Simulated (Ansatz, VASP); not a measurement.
**HfO2: VASP beside Ansatz**

One calculation is typed for both programs; each brings its own data sets. How far apart do they land? The cell is generated by rule, not measured, and may not be a known phase. The cell is taken from a series of runs on this material, whose earlier steps may have relaxed, scaled, displaced or heated it; both programs get it as it stands.

Method: plane waves, with VASP 6.6.1 beside it; PBE, in Ansatz 0.2.0.

**1. The starting structure**

The structure is cubic, space group Fm-3m (No. 225). Conventional cell: a = 5.098 Å, b = 5.098 Å, c = 5.098 Å, α = 90.00°, β = 90.00°, γ = 90.00°. Hf has 8 O at 2.21 Å nearest. O has 4 Hf at 2.21 Å nearest. Farther neighbours and most contacts between anions are not listed.

**2. Ansatz: single point, PBE, pair 1**

Ansatz runs on its PAW soft_1 files.

With cell and atoms fixed, the geometry can't cause a difference; cores, projectors, grids and the points listed under the comparison can.

Input file input.yaml:

```yaml
crystal:
  lattice:
    - [0.0, 0.0, -5.0980907072]
    - [5.0980907072, 0.0, 0.0]
    - [2.5490453536, -5.0980907072, -2.5490453536]
  atoms:
    - { symbol: Hf, position: [0.75, 0.25, 0.5] }
    - { symbol: Hf, position: [0.25, 0.75, 0.5] }
    - { symbol: Hf, position: [0.5, 0.5, 0.0] }
    - { symbol: Hf, position: [0.0, 0.0, 0.0] }
    - { symbol: O, position: [0.625, 0.625, 0.25] }
    - { symbol: O, position: [0.125, 0.125, 0.25] }
    - { symbol: O, position: [0.375, 0.875, 0.75] }
    - { symbol: O, position: [0.875, 0.375, 0.75] }
    - { symbol: O, position: [0.375, 0.375, 0.75] }
    - { symbol: O, position: [0.875, 0.875, 0.75] }
    - { symbol: O, position: [0.125, 0.625, 0.25] }
    - { symbol: O, position: [0.625, 0.125, 0.25] }
kpoints:
  mp_grid: { grid: [6, 6, 6] }
hamiltonian:
  xc: pbe
  pseudopotentials: { kind: paw, azcp: { folder: soft_1 } }
scf:
  occupations: { method: gaussian, width: 0.02 }
output:
  forces: true
  stress: true
  eigenvalues: true
```

On the command line:

```sh
> ansatz run input.yaml --threads 4 --pin off --max-ram 16384MiB --backend cpu --events-out ev --progress --plain --runs-dir out
```

Numbers of over 12 decimals in the logs are rounded to 6 here.

Log:

```text
Engine: ansatz 0.2.0, aarch64-unknown-linux-gnu
Pseudopotentials: kind: paw
Pseudopotential: Hf, paw, valence charge 26, recommended cutoff 420 eV (normal), soft_1/Hf.paw.azcp
Pseudopotential: O, paw, valence charge 6, recommended cutoff 420 eV (normal), soft_1/O.paw.azcp
Functional definition: PBE
  parameter kappa = 0.804
  parameter beta = 0.066725
  exchange = pbe_x(kappa = kappa, mu = beta*pi^2/3)
  correlation = pbe_c(beta = beta)
Crystal: 12 atoms, lattice volume = 132.502 Å³
Basis set: ecut = 420 eV, 2577 PW (Γ), exchange–correlation on 72×72×90 points (8 copies of the dense FFT grid, shifted against one another)
Bands: 92, of which v1, the nominal top of the filled ones, is band 76 counted from 1 (75 counted from 0)
Symmetry: 64 space group operations
Space group: Fm-3m (ITA 225), of the structure as read, at distance tolerance 5.1e-5 Å
k-points: 30 of 216
Non-local potential: Hf, projectors of the file, l = 0: 3, l = 1: 2, l = 2: 2, l = 3: 3
Non-local potential: O, projectors of the file, l = 0: 2, l = 1: 2, l = 2: 1
PAW form: soft (Blöchl's): semilocal exchange-correlation on the pseudo side does not see the compensation charge
PAW one-centre angular grid: Hf, 590 points (default); XC on 64 Gauss nodes
PAW one-centre angular grid: O, 110 points (default); XC on 64 Gauss nodes
Initial density: superposition of atomic densities (chi_scale 0.1, normalization cell, long waves kept (reshape's long-wave potential 0.00 eV rms))
Initial wavefunctions: pseudopotential atomic-orbital guess
Functional: x = pbe(κ = 0.804, μ = 0.219515), c = pbe(β = 0.066725)
SCF iter   1: F=—  HF=-67450.970466 eV  |F-HF|=—  |Δ(HF+E_count)|=         —  Δρ=8.51e-2  dr2=7.00e0  ethr=3.10e-3  ⟨swp⟩=6.0  Hψ=8314  notcnv=0  defer=8
preconditioner: auto → Resta (q_TF=auto, 2.791 Å⁻¹)  ε∞=5.1  [insulator: Δε(μ)=3.225 eV  Ē_g=19.173 eV  σ=0.020 eV  W_gap=1.00  n_scr=44 (ndim 8)  ℏωp=38.7 eV  f_vac=0.003  D(μ)=0.00/eV (n_scr^D=0)  ε∞_Penn≈5.1]
SCF iter   2: F=—  HF=-67449.514026 eV  |F-HF|=—  |Δ(HF+E_count)|=    1.46e0  Δρ=4.21e-2  dr2=1.96e0  ethr=3.10e-3  ⟨swp⟩=2.0  Hψ=5558  notcnv=0  defer=239
SCF iter   3: F=—  HF=-67449.173392 eV  |F-HF|=—  |Δ(HF+E_count)|=   3.41e-1  Δρ=2.08e-2  dr2=4.88e-1  ethr=1.29e-3  ⟨swp⟩=2.0  Hψ=4556  notcnv=0  defer=239
SCF iter   4: F=—  HF=-67448.986728 eV  |F-HF|=—  |Δ(HF+E_count)|=   1.87e-1  Δρ=7.57e-3  dr2=6.12e-2  ethr=3.21e-4  ⟨swp⟩=2.4  Hψ=5061  notcnv=0  defer=239
SCF iter   5: F=—  HF=-67449.023394 eV  |F-HF|=—  |Δ(HF+E_count)|=   3.67e-2  Δρ=3.16e-3  dr2=1.10e-2  ethr=4.03e-5  ⟨swp⟩=2.0  Hψ=3591  notcnv=0  defer=239
SCF iter   6: F=—  HF=-67449.024256 eV  |F-HF|=—  |Δ(HF+E_count)|=   8.63e-4  Δρ=8.34e-4  dr2=7.89e-4  ethr=7.24e-6  ⟨swp⟩=2.0  Hψ=4554  notcnv=0  defer=119
automatic band count: iteration 6 solves 88 bands in place of 92: the levels show a gap, and the empty bands left out lie too high to hold charge; the band table lists the bands solved (type scf.n_extra_bands for more)
SCF iter   7: F=—  HF=-67449.025943 eV  |F-HF|=—  |Δ(HF+E_count)|=   1.69e-3  Δρ=5.49e-4  dr2=2.75e-4  ethr=5.19e-7  ⟨swp⟩=2.0  Hψ=4880  notcnv=0  defer=119
SCF iter   8: F=—  HF=-67449.026318 eV  |F-HF|=—  |Δ(HF+E_count)|=   3.75e-4  Δρ=7.38e-5  dr2=4.51e-6  ethr=1.81e-7  ⟨swp⟩=2.0  Hψ=4284  notcnv=0  defer=119
SCF iter   9: F=—  HF=-67449.026280 eV  |F-HF|=—  |Δ(HF+E_count)|=   3.78e-5  Δρ=1.30e-5  dr2=1.14e-7  ethr=2.97e-9  ⟨swp⟩=2.4  Hψ=5001  notcnv=0  defer=119
SCF iter  10: F=-67449.026280 eV  HF=-67449.026280 eV  |F-HF|=4.76e-9  |Δ(HF+E_count)|=   4.46e-7  Δρ=1.89e-6  dr2=2.10e-9  ethr=6.58e-11  ⟨swp⟩=12.8  Hψ=13901  notcnv=0
SCF 1 converged in 10 iterations: F = -67449.026280 eV  dr2 = 2.10e-9
  greatest PAW one-centre occupation: 0.999 electrons in one spin orbital (limit 2), on the Hf atom at site 3 (counted from 0), in its partial waves of l = 3
SCF converged after 10 iterations
Free energy (F): -67449.026280 eV
Harris-Foulkes:  -67449.026280 eV  (|F-HF|=4.76e-9)
Internal energy: -67449.026280 eV  (E = F + TS)
E sigma→0 (E₀):  -67449.026280 eV
Fermi energy:    16.385133 eV
--- Per-component energies (eV) ---
  E_band       = -25.245162
  E_kinetic    = 2965.906251
  E_local      = -28095.445104  (includes V_loc(G=0)·N_el)
  E_nonlocal   = 674.565848
  E_hartree    = 13385.854527
  E_xc         = -1637.938765
  E_vxc        = -1749.407209  (∫ρ·V_xc dr)
  E_paw        = -32098.692960  (= ΣΔE_a)
  E_vpaw       = -592.588868  (= ΣTr[D̂ρ^β])
  E_aug_tail   = 0.007281  (compensation charges beyond the density's cutoff)
  E_ewald      = -22643.283358
  E_smearing   = -0.000000  (= −TS)
  E_closure    = 0.000000  (closes the sum)
  Σ components = -67449.026280   (vs F -67449.026280, Δ=0.00e0)
--- Forces (eV/Å), atoms counted from 1 ---
  atom   1  Hf     0.00000000    -0.00000000    -0.00000000
  atom   2  Hf     0.00000000     0.00000000     0.00000000
  atom   3  Hf     0.00000000     0.00000000     0.00000000
  atom   4  Hf     0.00000000     0.00000000    -0.00000000
  atom   5  O      0.00000000     0.00000000    -0.00000000
  atom   6  O     -0.00000000    -0.00000000    -0.00000000
  atom   7  O      0.00000000    -0.00000000    -0.00000000
  atom   8  O     -0.00000000     0.00000000    -0.00000000
  atom   9  O     -0.00000000    -0.00000000     0.00000000
  atom  10  O      0.00000000    -0.00000000    -0.00000000
  atom  11  O      0.00000000     0.00000000    -0.00000000
  atom  12  O     -0.00000000     0.00000000    -0.00000000
  max |Σ_I F_I| component: 1.13e-17 eV/Å
--- Stress (GPa, compression-positive) ---
        0.006237      -0.000000       0.000000
        0.000000       0.007294      -0.000000
       -0.000000      -0.000000       0.006237
  P = ⅓ Tr σ = 0.0066 GPa (0.066 kbar)
--- Band table (eV; the first three rows and the last of 30) ---
  k-point 0: bands = [... 72 lower, 13.9012, 14.3078, 14.3078, 14.5118, 18.2585, 18.3602, 18.3602, 19.2658, ... 8 higher]
  k-point 1: bands = [... 72 lower, 13.9123, 13.9957, 14.3622, 14.3622, 18.3850, 18.4473, 18.5915, 18.9170, ... 8 higher]
  k-point 2: bands = [... 72 lower, 13.9082, 13.9082, 14.4638, 14.4638, 18.4604, 18.4604, 18.6882, 18.6954, ... 8 higher]
  k-point 29: bands = [... 72 lower, 13.0165, 13.0165, 13.5376, 13.5376, 18.8699, 18.8699, 19.0065, 19.0065, ... 8 higher]
```

The run ends at a pressure of 0.01 GPa.

**3. VASP: single point, PBE, pair 1**

The same cell, functional, mesh and smearing now go to VASP, with its own data sets.

Lines of VASP's logs that name or quote its potential files are left out, and so is its time.

Input file INCAR:

```
SYSTEM = HfO2
PREC = Accurate
ENCUT = 600
EDIFF = 1E-06
NELM = 120
ISMEAR = 0
SIGMA = 0.02
LREAL = .FALSE.
ALGO = Normal
GGA = PE
NBANDS = 56
LASPH = .TRUE.
LORBIT = 11
LWAVE = .FALSE.
LCHARG = .FALSE.
ISIF = 2
GGA_COMPAT = .FALSE.
EFERMI = MIDGAP
KPAR = 2
```

Input file POSCAR:

```
HfO2
1.0
    0.0000000000      0.0000000000     -5.0980907072
    5.0980907072      0.0000000000      0.0000000000
    2.5490453536     -5.0980907072     -2.5490453536
Hf O
4 8
Direct
    0.7500000000      0.2500000000      0.5000000000
    0.2500000000      0.7500000000      0.5000000000
    0.5000000000      0.5000000000      0.0000000000
    0.0000000000      0.0000000000      0.0000000000
    0.6250000000      0.6250000000      0.2500000000
    0.1250000000      0.1250000000      0.2500000000
    0.3750000000      0.8750000000      0.7500000000
    0.8750000000      0.3750000000      0.7500000000
    0.3750000000      0.3750000000      0.7500000000
    0.8750000000      0.8750000000      0.7500000000
    0.1250000000      0.6250000000      0.2500000000
    0.6250000000      0.1250000000      0.2500000000
```

Input file KPOINTS:

```
Automatic mesh
0
Gamma
6 6 6
0 0 0
```

Potentials, in the order of the species: Hf_pv and O (PBE family, release 64).

On the command line:

```sh
> mpirun -np 2 vasp_std
```

Log:

```text
[banner, memory and clock lines left out]
running    2 mpi-ranks, on    1 nodes
 distrk:  each k-point on    1 cores,    2 groups
 distr:  one band on    1 cores,    1 groups

 POSCAR found type information on POSCAR HfO
 POSCAR found :  2 types and      12 ions
 LDA part: xc-table for (Slater+PW92), standard interpolation
 POSCAR, INCAR and KPOINTS ok, starting setup
 FFT: planning ... GRIDC
 FFT: planning ... GRID_SOFT
 FFT: planning ... GRID
 WAVECAR not read
 entering main loop
       N       E                     dE             d eps       ncg     rms          rms(c)
DAV:   1     0.599560324130E+03    0.59956E+03   -0.54284E+04  3360   0.176E+03
DAV:   2    -0.105844495153E+03   -0.70540E+03   -0.68186E+03  4232   0.430E+02
DAV:   3    -0.143717186144E+03   -0.37873E+02   -0.37698E+02  3928   0.884E+01
DAV:   4    -0.144210982757E+03   -0.49380E+00   -0.49298E+00  4136   0.110E+01
DAV:   5    -0.144217809595E+03   -0.68268E-02   -0.68244E-02  4040   0.121E+00    0.925E+01
DAV:   6    -0.121385948625E+03    0.22832E+02   -0.11814E+02  3848   0.415E+01    0.818E+01
DAV:   7    -0.121100722908E+03    0.28523E+00   -0.54413E+00  4048   0.110E+01    0.556E+01
DAV:   8    -0.121057472936E+03    0.43250E-01   -0.93513E-01  3928   0.537E+00    0.157E+01
DAV:   9    -0.120995124453E+03    0.62348E-01   -0.28062E-01  3800   0.254E+00    0.365E+00
DAV:  10    -0.120993958260E+03    0.11662E-02   -0.18475E-02  4240   0.647E-01    0.111E-01
DAV:  11    -0.120994196332E+03   -0.23807E-03   -0.14449E-03  4040   0.179E-01    0.383E-01
DAV:  12    -0.120994265632E+03   -0.69300E-04   -0.27887E-04  4312   0.647E-02    0.334E-01
DAV:  13    -0.120994268053E+03   -0.24211E-05   -0.30356E-05  4144   0.247E-02    0.653E-02
DAV:  14    -0.120994269445E+03   -0.13921E-05   -0.20791E-06  3048   0.648E-03    0.223E-03
DAV:  15    -0.120994269700E+03   -0.25451E-06   -0.59450E-07  2632   0.303E-03
   1 F= -.12099427E+03 E0= -.12099427E+03  d E =0.000000E+00
```

Parts of OUTCAR (step 3):

```text
ion  position               nearest neighbor table
   1  0.750  0.250  0.500-   5 2.21   6 2.21   7 2.21   8 2.21   9 2.21  10 2.21  11 2.21  12 2.21
                             3 3.60   4 3.60   3 3.60   4 3.60   3 3.60   3 3.60   4 3.60   2 3.60
   2  0.250  0.750  0.500-   5 2.21   6 2.21   7 2.21   8 2.21   9 2.21  10 2.21  11 2.21  12 2.21
                             4 3.60   3 3.60   4 3.60   3 3.60   3 3.60   3 3.60   4 3.60   1 3.60
   3  0.500  0.500  0.000-   5 2.21   6 2.21   7 2.21   8 2.21   9 2.21  10 2.21  11 2.21  12 2.21
                             2 3.60   1 3.60   2 3.60   1 3.60   2 3.60   1 3.60   2 3.60   4 3.60
   4  0.000  0.000  0.000-   5 2.21   6 2.21   7 2.21   8 2.21   9 2.21  10 2.21  11 2.21  12 2.21
                             1 3.60   2 3.60   1 3.60   2 3.60   2 3.60   1 3.60   2 3.60   3 3.60
   5  0.625  0.625  0.250-   1 2.21   2 2.21   3 2.21   4 2.21
   6  0.125  0.125  0.250-   1 2.21   2 2.21   3 2.21   4 2.21
   7  0.375  0.875  0.750-   1 2.21   2 2.21   3 2.21   4 2.21
   8  0.875  0.375  0.750-   1 2.21   2 2.21   3 2.21   4 2.21
   9  0.375  0.375  0.750-   1 2.21   2 2.21   3 2.21   4 2.21
  10  0.875  0.875  0.750-   1 2.21   2 2.21   3 2.21   4 2.21
  11  0.125  0.625  0.250-   1 2.21   2 2.21   3 2.21   4 2.21
  12  0.625  0.125  0.250-   1 2.21   2 2.21   3 2.21   4 2.21

  LATTYP: Found a body centered tetragonal cell.
 ALAT       =     5.0980907072
 C/A-ratio  =     2.0000000000

 Subroutine GETGRP returns: Found 16 space group operations
 (whereof 16 operations were pure point group operations)

The static configuration has the point symmetry D_4h.

 Found     30 irreducible k-points:

   k-points           NKPTS =     30   k-points in BZ     NKDIM =     30   number of bands    NBANDS=     56

   dimension x,y,z NGX =    42 NGY =   42 NGZ =   50
   dimension x,y,z NGXF=    84 NGYF=   84 NGZF=  100

   ENCUT  =  600.0 eV  44.10 Ry    6.64 a.u.  10.18 10.18 12.47*2*pi/ulx,y,z

   NELECT =      88.0000    total number of electrons

 k-points in reciprocal lattice and weights: Automatic mesh
   0.00000000  0.00000000  0.00000000       0.005
   0.16666667  0.00000000  0.00000000       0.037
   0.33333333  0.00000000  0.00000000       0.037
   0.50000000  0.00000000  0.00000000       0.019
   0.16666667  0.16666667  0.00000000       0.037
   0.33333333  0.16666667  0.00000000       0.074
   0.50000000  0.16666667  0.00000000       0.074
  -0.33333333  0.16666667  0.00000000       0.074
  -0.16666667  0.16666667  0.00000000       0.019
[...]
-0.16666667 -0.16666667  0.33333333       0.019
   0.00000000  0.00000000  0.50000000       0.005

 average (electrostatic) potential at core
       1 -37.6184       2 -37.6184       3 -37.6184       4 -37.6184       5 -69.6788
       6 -69.6788       7 -69.6788       8 -69.6788       9 -69.6788      10 -69.6788
      11 -69.6788      12 -69.6788

 E-fermi :   6.0151

 k-point     1 :       0.0000    0.0000    0.0000
  band No.  band energies     occupation
    ...
     40       3.5375      2.00000
     41       3.5375      2.00000
     42       3.9336      2.00000
     43       3.9336      2.00000
     44       4.1361      2.00000
     45       7.8942      0.00000
     46       7.9777      0.00000
     47       7.9777      0.00000
     48       8.9010      0.00000
     49       8.9010      0.00000
    ...

 k-point     2 :       0.1667    0.0000    0.0000
  band No.  band energies     occupation
    ...
     40       3.3920      2.00000
     41       3.5547      2.00000
     42       3.6021      2.00000
     43       3.7326      2.00000
     44       3.9586      2.00000
     45       8.1108      0.00000
     46       8.1240      0.00000
     47       8.2510      0.00000
     48       8.6613      0.00000
     49       8.7606      0.00000
    ...

 k-point     3 :       0.3333    0.0000    0.0000
  band No.  band energies     occupation
    ...
     40       3.0518      2.00000
     41       3.2703      2.00000
     42       3.5038      2.00000
     43       3.5665      2.00000
     44       3.5817      2.00000
     45       8.3867      0.00000
     46       8.4648      0.00000
     47       8.6022      0.00000
     48       8.6141      0.00000
     49       8.6816      0.00000
    ...

  Total       -3.2612538     -3.2624521     -3.2612538      0.0000000     -0.0000000      0.0000000
  in kB      -39.4341517    -39.4486411    -39.4341517      0.0000000     -0.0000000      0.0000000
  external PRESSURE =     -39.4389815 kB  Pullay stress =       0.0000000 kB

  energy-cutoff  :      600.00
  volume of cell :      132.50
      direct lattice vectors                 reciprocal lattice vectors
     0.000000000  0.000000000 -5.098090707     0.000000000  0.098075932 -0.196151865
     5.098090707  0.000000000  0.000000000     0.196151865  0.098075932  0.000000000
     2.549045354 -5.098090707 -2.549045354     0.000000000 -0.196151865  0.000000000

 POSITION                                       TOTAL-FORCE (eV/Angst)
 -----------------------------------------------------------------------------------
      2.54905     -2.54905     -5.09809        -0.000000      0.000000     -0.000000
      5.09809     -2.54905     -2.54905        -0.000000      0.000000     -0.000000
      2.54905      0.00000     -2.54905        -0.000000      0.000000     -0.000000
      0.00000      0.00000      0.00000        -0.000000      0.000000     -0.000000
      3.82357     -1.27452     -3.82357        -0.000000      0.000000     -0.000000
      1.27452     -1.27452     -1.27452         0.000000      0.000000     -0.000000
      6.37261     -3.82357     -3.82357         0.000000      0.000000     -0.000000
      3.82357     -3.82357     -6.37261         0.000000      0.000000     -0.000000
      3.82357     -3.82357     -3.82357        -0.000000     -0.000000      0.000000
      6.37261     -3.82357     -6.37261        -0.000000     -0.000000      0.000000
      3.82357     -1.27452     -1.27452         0.000000      0.000000      0.000000
      1.27452     -1.27452     -3.82357        -0.000000      0.000000      0.000000
 -----------------------------------------------------------------------------------
    total drift:                                0.000000     -0.000000     -0.000000

  FREE ENERGIE OF THE ION-ELECTRON SYSTEM (eV)
  ---------------------------------------------------
  free  energy   TOTEN  =      -120.9942696997 eV

  energy  without entropy=     -120.9942696997  energy(sigma->0) =     -120.99426970

 total charge
# of ion       s       p       d       tot
------------------------------------------
    1        0.289   6.553   1.336   8.178
    2        0.289   6.553   1.336   8.178
    3        0.289   6.553   1.336   8.178
    4        0.289   6.553   1.336   8.178
    5        1.557   3.545   0.000   5.102
    6        1.557   3.545   0.000   5.102
    7        1.557   3.545   0.000   5.102
    8        1.557   3.545   0.000   5.102
    9        1.557   3.545   0.000   5.102
   10        1.557   3.545   0.000   5.102
   11        1.557   3.545   0.000   5.102
   12        1.557   3.545   0.000   5.102
--------------------------------------------------
tot         13.609  54.575   5.346  73.530

[... 3 further parts left out ...]
```

The run ends at a pressure of -3.94 GPa.

**4. Differences**

Known differences besides the potentials themselves: the data sets hold 152 valence electrons in Ansatz (on its PAW soft_1 files) and 88 in VASP; the cutoff is 420 eV in Ansatz and 600 eV in VASP. Total energies have different zeros and are not compared.

The two programs side by side:

```
              quantity  Ansatz   VASP  difference
        pressure (GPa)    0.01  -3.94       +3.95
gap on the k mesh (eV)   3.747  3.758      -0.011
```

A gap on the mesh is an upper bound, since the band edges may lie between its points; neither run holds spin-orbit coupling, which can move the band edges of a compound of Hf.

**5. Other set-ups**

Further runs change the set-up of one program: Ansatz's method, potentials or start, or VASP's data sets, cutoff or form of LDA. The table gives Ansatz less VASP for each quantity, since a change that brings one quantity closer may part another.

```
                                run  pressure (GPa)  gap on the k mesh (eV)
                           as above             4.0                  -0.011
VASP with the data sets Hf_sv and O             3.0                  -0.021
```

(Continued in part 2 of 2.)

[Lines on the potential files, build, host, timing and source positions are cut from VASP's logs without a mark.]

[Logs are printed without paths, hosts, clocks, repeated set-up lines and the standing remarks that a program may print on its own settings, such as how far it seeks lower states.]

[Hosts, paths, dates, database ids (printed as entryN), source tags and the programs' standing remarks are cut or masked in the printed files.]
